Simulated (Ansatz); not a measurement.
A run of Ansatz 0.2.0 is set up as follows.

File input.yaml:

```yaml
crystal:
  lattice:
    - [-1.6749232544, 1.6749232544, 5.7401081759]
    - [1.6749232544, -1.6749232544, 5.7401081759]
    - [1.6749232544, 1.6749232544, -5.7401081759]
  atoms:
    - { symbol: Nb, position: [0.2498808, 0.7498808, 0.5] }
    - { symbol: Nb, position: [0.4998808, 0.4998808, 0.0] }
    - { symbol: P, position: [0.83274777, 0.33274777, 0.5] }
    - { symbol: P, position: [0.08274777, 0.08274777, 0.0] }
hamiltonian:
  xc: revpbe
  pseudopotentials: { kind: paw }
kpoints:
  mp_grid: { grid: [11, 11, 11] }
  band_path:
    path:
      - [[0.0, 0.0, 0.0], [-0.5, 0.5, 0.0], [-0.5, 0.5, -0.0425715708], [-0.2712857854, 0.2712857854, -0.2712857854], [0.0, 0.0, 0.0], [0.5, 0.5, -0.5], [0.2712857854, 0.7287142146, -0.7287142146], [0.0, 0.5, -0.5], [-0.25, 0.75, -0.25], [0.0425715708, 0.9574284292, -0.5], [0.5, 0.5, -0.5]]
      - [[-0.5, 0.5, 0.0], [-0.25, 0.75, -0.25]]
    npoints: 14
scf:
  occupations: { method: fermi_dirac, width: 0.05 }
  n_extra_bands: 10
output:
  forces: true
  stress: true
  eigenvalues: true
  fatbands: true
```

Potentials or basis: Ansatz PAW.

Command:

```bash
$ ansatz run input.yaml --threads 2 --pin off --max-ram 5632MiB --backend cpu --events-out ev --progress --plain --runs-dir out
```

(1) Predict the pressure.

(2) What does it give for the largest force?

(3) Predict the band gap on the k mesh.

Answers

(1) 0.8 GPa.

(2) 0.016 eV/Å.

(3) none (metal or under the smearing width).

Caveat: the PAW data sets come from PBE, with cores solved anew for the run's functional, which leaves a small shift of forces and pressure.
